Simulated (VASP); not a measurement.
## Y: single point with RPBE

Y:

```
Y
1.0
     0.00000    2.55199    2.55199
     2.55199    0.00000    2.55199
     2.55199    2.55199    0.00000
Y
1
Cartesian
  0.0000 0.0000 0.0000
```

This isn't the form of Y at room conditions, which is hcp.

```
Program                : VASP 6.6.1
Task                   : single point
Functional             : RPBE
Potentials or basis    : VASP PAW PBE potentials, release 64 (Y_sv)
Cutoff                 : 500 eV
k mesh                 : 9 × 9 × 9
Occupations            : gaussian, width 0.1 eV
Spin                   : no spin polarisation
Further INCAR settings : ALGO = Fast; EDIFF = 1e-06; NBANDS = 12
```

```yaml
Pressure: 0.6 GPa
Band_gap_on_the_k_mesh: none (metal or under the smearing width)
```

Levels at points of the mesh, in eV from the Fermi level:
| k point | band 1 | band 2 | band 3 | band 4 | band 5 | band 6 | band 7 | band 8 | band 9 | band 10 |
| --- | --- | --- | --- | --- | --- | --- | --- | --- | --- | --- |
| (0.00, 0.00, 0.00) | -42.81 | -22.53 | -22.53 | -22.53 | -4.75 | 1.75 | 1.75 | 1.75 | 3.70 | 3.70 |

Wall time 17 s on 1 thread of Intel(R) Xeon(R) Platinum 8488C (Sapphire Rapids), on a shared host, peak memory 0.17 GiB.

Caveat: the PAW data sets were made with another functional, which shifts forces and pressure a little.
